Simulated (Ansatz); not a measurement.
## Molecular dynamics of Cr16H

The input (input.yaml):

```yaml
accuracy: low
crystal:
  lattice:
    - [5.76, 0.0, 0.0]
    - [0.0, 5.76, 0.0]
    - [0.0, 0.0, 5.76]
  atoms:
    - { symbol: Cr, position: [-0.00775981, -0.00231203, -0.00807333], spin: 1.5 }
    - { symbol: Cr, position: [0.49564155, 0.00304018, -0.01146589], spin: 1.5 }
    - { symbol: Cr, position: [0.01262123, 0.51000736, 0.00863791], spin: 1.5 }
    - { symbol: Cr, position: [0.02322476, 0.00604451, 0.50871199], spin: 1.5 }
    - { symbol: Cr, position: [0.23906451, 0.24945177, 0.24698775], spin: 1.5 }
    - { symbol: Cr, position: [0.50550934, 0.50215695, 0.01184714], spin: 1.5 }
    - { symbol: Cr, position: [0.47876171, -0.00301236, 0.49406757], spin: 1.5 }
    - { symbol: Cr, position: [0.74728017, 0.24008893, 0.26096451], spin: 1.5 }
    - { symbol: Cr, position: [0.01814608, 0.49764003, 0.50246109], spin: 1.5 }
    - { symbol: Cr, position: [0.24885411, 0.73923465, 0.24408132], spin: 1.5 }
    - { symbol: Cr, position: [0.24008901, 0.23069439, 0.75432579], spin: 1.5 }
    - { symbol: Cr, position: [0.4914326, 0.47866249, 0.52251554], spin: 1.5 }
    - { symbol: Cr, position: [0.74812774, 0.76277893, 0.22685828], spin: 1.5 }
    - { symbol: Cr, position: [0.75847805, 0.23794641, 0.76520197], spin: 1.5 }
    - { symbol: Cr, position: [0.26103281, 0.73873355, 0.74633971], spin: 1.5 }
    - { symbol: Cr, position: [0.75932879, 0.75166439, 0.73901148], spin: 1.5 }
    - { symbol: H, position: [0.76477016, 0.59772631, 0.4951513] }
magnetization:
  spin_polarized: true
basis:
  ecutwfc: 420.0
kpoints:
  mp_grid: { grid: [2, 2, 2] }
hamiltonian:
  xc: pbe
scf:
  occupations: { method: fermi_dirac, width: 0.05 }
  lower_state_search: "off"
md:
  timestep: 0.5
  n_steps: 80
  ensemble: nvt_langevin
  temperature: 840.0
  initial_velocities: maxwell_boltzmann
  seed: 557890
  friction: 0.02
```

Command:

```bash
$ ansatz run input.yaml --threads 2 --pin off --max-ram 5120MiB --backend cpu --events-out ev --progress --plain --runs-dir out
```

It goes on from the last frame of an earlier run, with new velocities.

Output, in part (warnings, step lines):

```
WARN: the starting moments were not kept: the SCF closed with an absolute magnetisation of 2.8e-4 μB, where they sum to 24 μB in size (16 sites). That is at most 0.1 of that sum. Measured as dr2_m measures the in/out step, that magnetisation stands 5.6e-9 eV from none, at or under the dr2_threshold …
md step     0: t =     0.00 fs  T =   790.6 K  F+E_penalty+E_count = -54058.78816186 eV  E_kin = 1.737254 eV  (57 SCF iters)
md step     1: t =     0.50 fs  T =   747.4 K  F+E_penalty+E_count = -54058.80273834 eV  E_kin = 1.642311 eV  (16 SCF iters)
md step     2: t =     1.00 fs  T =   795.2 K  F+E_penalty+E_count = -54058.81683819 eV  E_kin = 1.747481 eV  (16 SCF iters)
md step     3: t =     1.50 fs  T =   743.4 K  F+E_penalty+E_count = -54058.82932505 eV  E_kin = 1.633545 eV  (16 SCF iters)
md step     4: t =     2.00 fs  T =   769.5 K  F+E_penalty+E_count = -54058.84080769 eV  E_kin = 1.690982 eV  (16 SCF iters)
md step     5: t =     2.50 fs  T =   802.3 K  F+E_penalty+E_count = -54058.84924963 eV  E_kin = 1.763052 eV  (15 SCF iters)
md step     6: t =     3.00 fs  T =   750.3 K  F+E_penalty+E_count = -54058.85274491 eV  E_kin = 1.648723 eV  (16 SCF iters)
md step     7: t =     3.50 fs  T =   699.9 K  F+E_penalty+E_count = -54058.85116113 eV  E_kin = 1.537867 eV  (16 SCF iters)
[... lines left out ...]
md step    80: t =    40.00 fs  T =   720.6 K  F+E_penalty+E_count = -54058.07842414 eV  E_kin = 1.583436 eV  (15 SCF iters)
```

The steps, from the saved trajectory:

```tsv
time (fs)	T (K)	potential energy less start (eV)
0.0	791	0.000
1.0	795	-0.029
2.0	770	-0.053
3.0	750	-0.065
4.0	698	-0.057
5.0	720	-0.034
6.0	741	0.010
7.0	789	0.065
8.0	761	0.122
9.0	681	0.169
10.0	633	0.204
11.0	611	0.220
12.0	590	0.228
13.0	571	0.234
14.0	549	0.254
15.0	574	0.291
16.0	564	0.347
17.0	532	0.409
18.0	551	0.462
19.0	561	0.482
20.0	612	0.472
21.0	542	0.468
22.0	533	0.479
23.0	570	0.501
24.0	532	0.528
25.0	499	0.546
26.0	536	0.536
27.0	608	0.517
28.0	593	0.511
29.0	644	0.510
30.0	629	0.516
31.0	680	0.534
32.0	674	0.572
33.0	679	0.617
34.0	645	0.671
35.0	641	0.720
36.0	605	0.759
37.0	589	0.780
38.0	649	0.779
39.0	657	0.756
40.0	721	0.710
```

The run went to its last step. The mean temperature of the second half is 27 % below the set value. A run of 0.04 ps of so small a system gives no equilibrium averages. Limits of this set-up: coarse k mesh, low accuracy level.

Mean squared displacements from the first frame to the last, about the centre of mass: Cr 0.02 Å², H 0.85 Å².

Last frame:

```xyz
17
Lattice="5.7600 0.0000 0.0000 0.0000 5.7600 0.0000 0.0000 0.0000 5.7600" Properties=species:S:1:pos:R:3
Cr 0.017 0.027 0.071
Cr 2.881 -0.015 0.066
Cr -0.126 3.048 0.027
Cr -0.078 -0.069 2.912
Cr 1.353 1.466 1.558
Cr 2.914 2.806 -0.093
Cr 2.834 0.099 2.816
Cr 4.292 1.442 1.500
Cr 0.084 2.745 2.749
Cr 1.448 4.271 1.378
Cr 1.399 1.373 4.476
Cr 2.805 2.943 3.043
Cr 4.361 4.364 1.455
Cr 4.293 1.355 4.360
Cr 1.468 4.250 4.424
Cr 4.289 4.286 4.347
H 4.400 2.913 2.130
```

Time of the run: 27 min on 2 threads of Arm Neoverse V2 (shared host), peak memory 0.91 GiB.
